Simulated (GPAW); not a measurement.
# Cd (P6_3/mmc) in GPAW: convergence with basis set

Aim: find how far basis set must go before the results for Cd settle, at LDA. This setting moves, with any that are tied to it; all else stays.

Everything below comes from runs of GPAW 26.7.0. Logs are shortened: lines on timing, memory, paths and dates and some standing lists are left out, and cuts for length are marked. The log counts tension as positive stress, the text compression.

### Step 1. Starting point

It takes space group P6_3/mmc (No. 194, hexagonal). Conventional cell: a = 2.979 Å, b = 2.979 Å, c = 5.618 Å, α = 90.00°, β = 90.00°, γ = 120.00°. Around Cd (site symmetry -6m2) lie 12 Cd at 2.98 to 3.29 Å.

### Step 2. With basis set lcao:sz(dzp)

run.py reads:

```python
from ase import Atoms
from ase.dft.bandgap import bandgap
from ase.io import write
from gpaw import GPAW

atoms = Atoms(['Cd', 'Cd'],
              cell=[[2.97887, 0.0, 0.0],
                    [-1.489435, 2.5797770946, 0.0],
                    [0.0, 0.0, 5.61765]],
              scaled_positions=[[0.6666666667, 0.3333333333, 0.75],
                                [0.3333333333, 0.6666666667, 0.25]],
              pbc=True)

calc = GPAW(mode='lcao',
            h=0.16,
            basis='sz(dzp)',
            xc='LDA',
            kpts={'size': (8, 8, 4), 'gamma': True},
            occupations={'name': 'fermi-dirac', 'width': 0.05},
            convergence={'density': 1e-05, 'energy': 1e-05},
            maxiter=100,
            txt='gpaw.txt')
atoms.calc = calc
energy = atoms.get_potential_energy()
forces = atoms.get_forces()
calc.write('gs.gpw')
write('result.traj', atoms)
print(f'Energy: {energy:.6f} eV')
print('Forces (eV/A):')
print(forces.round(4))
print('Fermi level:', round(calc.get_fermi_level(), 4), 'eV')
print(f'Gap: {bandgap(calc)[0]:.4f} eV, direct: {bandgap(calc, direct=True)[0]:.4f} eV')
```

Potentials or basis: the program's PAW data sets (release 1.2.1) made for this functional, lcao:sz(dzp).

Command:

```
> OMP_NUM_THREADS=1 python run.py
```

gpaw.txt:

```text
__  _  _
 | _ |_)|_||  |
 |__||  | ||/\| - 26.7.0

Input parameters:
  mode=LCAO(),
  basis={'default': 'sz(dzp)'},
  convergence={'density': 1e-05, 'energy': 1e-05},
  h=0.16,
  kpts=MonkhorstPack(size=(8, 8, 4), gamma=True),
  maxiter=100,
  occupations=Occupations(name='fermi-dirac', width=0.05),
  xc=XC(name='LDA')

          Cd

        Cd

Atoms  # Å, Bohr magnetons
|   | symbol |         x |        y |        z |    initial magnetic moments |
|---|--------|-----------|----------|----------|-----------------------------|
| 0 |     Cd |  1.489435 | 0.859926 | 4.213237 | ( 0.0000,  0.0000,  0.0000) |
| 1 |     Cd | -0.000000 | 1.719851 | 1.404413 | ( 0.0000,  0.0000,  0.0000) |

Unit cell  # Å
| periodic |         x |        y |        z |  lengths |     angles |
|----------|-----------|----------|----------|----------|------------|
|      yes |  2.978870 | 0.000000 | 0.000000 | 2.978870 |  90.000000 |
|      yes | -1.489435 | 2.579777 | 0.000000 | 2.978870 |  90.000000 |
|      yes |  0.000000 | 0.000000 | 5.617650 | 5.617650 | 120.000000 |

Number of symmetries: 12
Symmetry operations  # r_c * U_cc + t_c -> r_c
|    | kind |            matrix            |
|----|------|------------------------------|
|  0 |  σ   |  1, 1, 0,  0,-1, 0,  0, 0, 1 |
|  1 |  S6  |  1, 1, 0, -1, 0, 0,  0, 0,-1 |
|  2 |  E   |  1, 0, 0,  0, 1, 0,  0, 0, 1 |
|  3 |  C2  |  1, 0, 0, -1,-1, 0,  0, 0,-1 |
|  4 |  C2  |  0, 1, 0,  1, 0, 0,  0, 0,-1 |
|  5 |  C3  |  0, 1, 0, -1,-1, 0,  0, 0, 1 |
|  6 |  S6  |  0,-1, 0,  1, 1, 0,  0, 0,-1 |
|  7 |  σ   |  0,-1, 0, -1, 0, 0,  0, 0, 1 |
|  8 |  σ   | -1, 0, 0,  1, 1, 0,  0, 0, 1 |
|  9 |  i   | -1, 0, 0,  0,-1, 0,  0, 0,-1 |
| 10 |  C3  | -1,-1, 0,  1, 0, 0,  0, 0, 1 |
| 11 |  C2  | -1,-1, 0,  0, 1, 0,  0, 0,-1 |

BZ-sampling:
  Number of BZ points: 256
  Number of IBZ points: 35

  Monkhorst-Pack size: [8, 8, 4]
  Monkhorst-Pack shift: [0.0625, 0.0625, 0.125]

K-points  # in reciprocal-cell coordinates
|     |                                coordinates |     weight |
|-----|--------------------------------------------|------------|
|   0 | (  0.00000000,   0.00000000,   0.00000000) | 0.00390625 |
|   1 | (  0.00000000,   0.00000000,   0.25000000) | 0.00781250 |
|   2 | (  0.00000000,   0.00000000,   0.50000000) | 0.00390625 |
|   3 | (  0.12500000,   0.00000000,  -0.25000000) | 0.02343750 |
|   4 | (  0.12500000,   0.00000000,   0.00000000) | 0.02343750 |
|   5 | (  0.12500000,   0.00000000,   0.25000000) | 0.02343750 |
|   6 | (  0.12500000,   0.00000000,   0.50000000) | 0.02343750 |
|   7 | (  0.25000000,  -0.12500000,   0.00000000) | 0.02343750 |
|   8 | (  0.25000000,  -0.12500000,   0.25000000) | 0.04687500 |
|   9 | (  0.25000000,  -0.12500000,   0.50000000) | 0.02343750 |
| ... |                                            |            |
|  34 | (  0.50000000,   0.50000000,   0.50000000) | 0.01171875 |

basis functions: 18
Spin-components: 1 (collinear spins)
Bands:           18
Projectors:      12
Spin-degeneracy: 2
Datatype:        <class 'complex'>

Parallelization:
  kpt:    1
  domain: 1
  band:   1

Density:
  Valence electrons: 24.0
  Components: 1
  Grid points: [16 16 36]
  Charge: 0.0  # |e|

Potential:
  Grid points: [16 16 36]

species:
  Cd:
    name:    Cadmium
    Z:       48.0
    valence: 12
    core:    36
    charge:  0.0  # [|e|]
    compensation charges:
      type: gauss
      rc: 0.38  # [Å]
      lmax: 2
    cutoffs:
      filter: 2.12  # [Å]
      core: 2.62  # [Å]
    projectors
[... 95 lines left out ...]
|   3 | (  0.12500000,   0.00000000,  -0.25000000) | 0.02343750 |
|   4 | (  0.12500000,   0.00000000,   0.00000000) | 0.02343750 |
|   5 | (  0.12500000,   0.00000000,   0.25000000) | 0.02343750 |
|   6 | (  0.12500000,   0.00000000,   0.50000000) | 0.02343750 |
|   7 | (  0.25000000,  -0.12500000,   0.00000000) | 0.02343750 |
|   8 | (  0.25000000,  -0.12500000,   0.25000000) | 0.04687500 |
|   9 | (  0.25000000,  -0.12500000,   0.50000000) | 0.02343750 |
| ... |                                            |            |
|  34 | (  0.50000000,   0.50000000,   0.50000000) | 0.01171875 |

basis functions: 18
Spin-components: 1 (collinear spins)
Bands:           18
Projectors:      12
Spin-degeneracy: 2
Datatype:        <class 'complex'>

Parallelization:
  kpt:    1
  domain: 1
  band:   1

Density:
  Valence electrons: 24.0
  Components: 1
  Grid points: [16 16 36]
  Charge: 0.0  # |e|

Potential:
  Grid points: [16 16 36]

species:
  Cd:
    name:    Cadmium
    Z:       48.0
    valence: 12
    core:    36
    charge:  0.0  # [|e|]
    compensation charges:
      type: gauss
      rc: 0.38  # [Å]
      lmax: 2
    cutoffs:
      filter: 2.12  # [Å]
      core: 2.62  # [Å]
    projectors
    | kind |    occ | energy [eV] | rcut [Å] |
    |------|--------|-------------|----------|
    |   5s |  2.000 |      -5.950 |    1.191 |
    |   5p |  0.000 |      -1.328 |    1.228 |
    |   4d | 10.000 |     -11.904 |    1.164 |
    |    s |        |      21.261 |    1.191 |
    |    p |        |      25.883 |    1.228 |
    |    d |        |      15.307 |    1.164 |

    LCAO basis set for Cd:
      Name: sz(dzp)
      File: <dir>
      Number of radial functions: 3
      Number of spherical harmonics: 9
        l=0, rc=8.5781 Bohr: 5s-sz confined orbital
        l=1, rc=12.6406 Bohr: 5p-sz confined orbital
        l=2, rc=4.9062 Bohr: 4d-sz confined orbital
      Number of RI-basis functions 0

Reference energy: -304071.933304  # eV

eigensolver:
  <gpaw.new.lcao.eigensolver.LCAOEigensolver object>
density mixing:
  MSR1-Mixer
  Pratt-step length: 0.05
  Maximum mixing coefficient: 0.75
  Old densities: 10
  SVD Regularization: 0.005
  Good broyden scale: 1.0
  Trust region scale: 1.0
  Backstep threshold: 4.0
  History deletion threshold: 6.0
  Fourier metric: weight=20.0, sigma=0.015

occupation numbers:
  Fermi-Dirac:
    width: 0.0500  # eV

FastPoissonSolver using
    Stencil: 8*3+1=25 point O(h^6) finite-difference Laplacian
    FFT axes: [np.int64(0), np.int64(1), np.int64(2)]
    FST axes: []

xc functional:
  name: None
interpolation: tri-quintic # 5. degree polynomial

convergence criteria:
- Maximum integral of absolute [dens]ity change: 1e-05 electrons / valence electron
- Maximum [total energy] change in last 3 cyles: 1e-05 eV / valence electron
- Maximum integral of absolute [eigenst]ate change: 4e-08 eV^2 / valence electron
maximum number of iterations: 100

SCF iterations
|iter     | |      energy | eigst |  dens |
|---------|-|-------------|-------|-------|
|iter:   1| |   -2.229627 |      c|       |
|iter:   2| |   -2.211707 |      c| -1.43 |
|iter:   3| |   -2.090298 |      c| -1.45 |
|iter:   4| |   -2.086542 |      c| -2.04 |
|iter:   5| |   -2.086511 |      c| -2.77 |
|iter:   6| |   -2.086512c|      c| -4.38 |
|iter:   7| |   -2.086512c|      c| -5.34c|

Converged in 7 steps
Energy contributions relative to reference atoms: (reference = -304071.933304)

Energy contributions:
  Kinetic:          17.009390
  Coulomb:         -11.624896
  Zero:              0.154576
  External:          0.000000
  Xc:               -7.623340
  Entropy:          -0.004485
  Spinorbit:         0.000000
  ----------------------------
  Free energy:      -2.088754
  Extrapolated:     -2.086512

dipole moment: (-0.000000, -0.000000, -0.000000)  # |e|*Ang

Fermi level: 7.404
Eigenvalues  # (at kpt = [0.000, 0.000, 0.000])
| band index |      eig [eV] | occ [0-2] |
|------------|---------------|-----------|
|          0 |        -2.232 |     2.000 |
|        ... |               |           |
|          5 |        -1.493 |     2.000 |
|          6 |        -1.447 |     2.000 |
|          7 |        -0.974 |     2.000 |
|          8 |        -0.974 |     2.000 |
|          9 |        -0.703 |     2.000 |
|         10 |        -0.703 |     2.000 |
|         11 |         4.347 |     2.000 |
|         12 |         4.393 |     2.000 |
|         13 |        19.052 |     0.000 |
|         14 |        23.128 |     0.000 |
|         15 |        23.130 |     0.000 |
|         16 |        25.900 |     0.000 |
|         17 |        25.902 |     0.000 |

No gap
No difference between direct/indirect transitions

Forces  # eV/Ang
|        x |       y |        z |
|----------|---------|----------|
| -0.00000 | 0.00000 | -0.00000 |  # Cd   0
|  0.00000 | 0.00000 |  0.00000 |  # Cd   1

# Writing to gs.gpw (mode='')
```

stdout:

```text
Energy: -2.086512 eV
Forces (eV/A):
[[-0.  0. -0.]
 [ 0.  0.  0.]]
Fermi level: 7.4036 eV
Gap: 0.0000 eV, direct: 0.0000 eV
```

Run time: 2.5 min. Hardware: 1 thread of Arm Neoverse V1, shared host; peak memory 0.2 GiB.

What came out:

| Property | Result |
| --- | --- |
| Free energy | -2.0888 eV |
| Band gap on the k mesh | none (metal or under the smearing width) |

### Step 3. With basis set lcao:szp(dzp)

Changes to run.py since step 2:

```diff
@@ -15,3 +15,3 @@
             h=0.16,
-            basis='sz(dzp)',
+            basis='szp(dzp)',
             xc='LDA',
```

Potentials or basis: the program's PAW data sets (release 1.2.1) made for this functional, lcao:szp(dzp).

Command:

```
> OMP_NUM_THREADS=1 python run.py
```

Run time: 3.9 min. Hardware: 1 thread of Arm Neoverse V1, shared host; peak memory 0.2 GiB.

What came out:

| Property | Result |
| --- | --- |
| Free energy | -2.1617 eV |
| Band gap on the k mesh | none (metal or under the smearing width) |

### Step 4. With basis set lcao:dz(dzp)

Changes to run.py since step 3:

```diff
@@ -15,3 +15,3 @@
             h=0.16,
-            basis='szp(dzp)',
+            basis='dz(dzp)',
             xc='LDA',
```

Potentials or basis: the program's PAW data sets (release 1.2.1) made for this functional, lcao:dz(dzp).

Command:

```
> OMP_NUM_THREADS=1 python run.py
```

Run time: 4.1 min. Hardware: 1 thread of Arm Neoverse V1, shared host; peak memory 0.21 GiB.

What came out:

| Item | Value |
| --- | --- |
| Free energy | -2.6152 eV |
| Band gap on the k mesh | none (metal or under the smearing width) |

### Step 5. With basis set lcao:dzp

Changes to run.py since step 4:

```diff
@@ -15,3 +15,3 @@
             h=0.16,
-            basis='dz(dzp)',
+            basis='dzp',
             xc='LDA',
```

Potentials or basis: the program's PAW data sets (release 1.2.1) made for this functional, lcao:dzp.

Command:

```
> OMP_NUM_THREADS=1 python run.py
```

Run time: 5.9 min. Hardware: 1 thread of Arm Neoverse V1, shared host; peak memory 0.23 GiB.

Results (log left out):

```
Free energy            : -2.6360 eV
Band gap on the k mesh : none (metal or under the smearing width)
```

### Step 6. With basis set fd

Changes to run.py since step 5:

```diff
@@ -13,5 +13,4 @@
 
-calc = GPAW(mode='lcao',
+calc = GPAW(mode='fd',
             h=0.16,
-            basis='dzp',
             xc='LDA',
@@ -19,2 +18,3 @@
             occupations={'name': 'fermi-dirac', 'width': 0.05},
+            nbands=21,
             convergence={'density': 1e-05, 'energy': 1e-05},
```

Potentials or basis: the program's PAW data sets (release 1.2.1) made for this functional, fd.

Command:

```
> OMP_NUM_THREADS=1 python run.py
```

Wall time 98 s (1 thread of Arm Neoverse V1, shared host); peak memory 0.35 GiB.

Results (log left out):

| Item | Value |
| --- | --- |
| Free energy | -3.4354 eV |
| Band gap on the k mesh | none (metal or under the smearing width) |

### Step 7. With basis set pw

Changes to run.py since step 6:

```diff
@@ -3,3 +3,4 @@
 from ase.io import write
-from gpaw import GPAW
+from ase.units import GPa
+from gpaw import GPAW, PW
 
@@ -13,4 +14,3 @@
 
-calc = GPAW(mode='fd',
-            h=0.16,
+calc = GPAW(mode=PW(600),
             xc='LDA',
@@ -25,2 +25,3 @@
 forces = atoms.get_forces()
+stress = atoms.get_stress()
 calc.write('gs.gpw')
@@ -30,2 +31,3 @@
 print(forces.round(4))
+print('Stress (GPa):', (stress / GPa).round(3))
 print('Fermi level:', round(calc.get_fermi_level(), 4), 'eV')
```

Potentials or basis: the program's PAW data sets (release 1.2.1) made for this functional, pw.

Command:

```
> OMP_NUM_THREADS=1 python run.py
```

It took 19 s on 1 thread of Arm Neoverse V1, shared host; peak memory 0.15 GiB.

Results (log left out):

```yaml
Free_energy: -3.3853 eV
Pressure: -4.6 GPa
Band_gap_on_the_k_mesh: none (metal or under the smearing width)
```

### Step 8. Result

```tsv
basis set	energy less the tightest run, at zero smearing (meV/atom)	SCF cycles	CPU time (s)	peak memory (GiB)
lcao:sz(dzp)	648.11	7	150	0.2
lcao:szp(dzp)	611.69	7	230	0.2
lcao:dz(dzp)	385.04	8	240	0.21
lcao:dzp	374.65	8	350	0.23
fd	-25.06	13	98	0.35
pw	0.00	9	19	0.15
```

Not settled before the last step: the energy (to 1 meV/atom). The tightest run that finished is the yardstick and may itself not be fully converged.
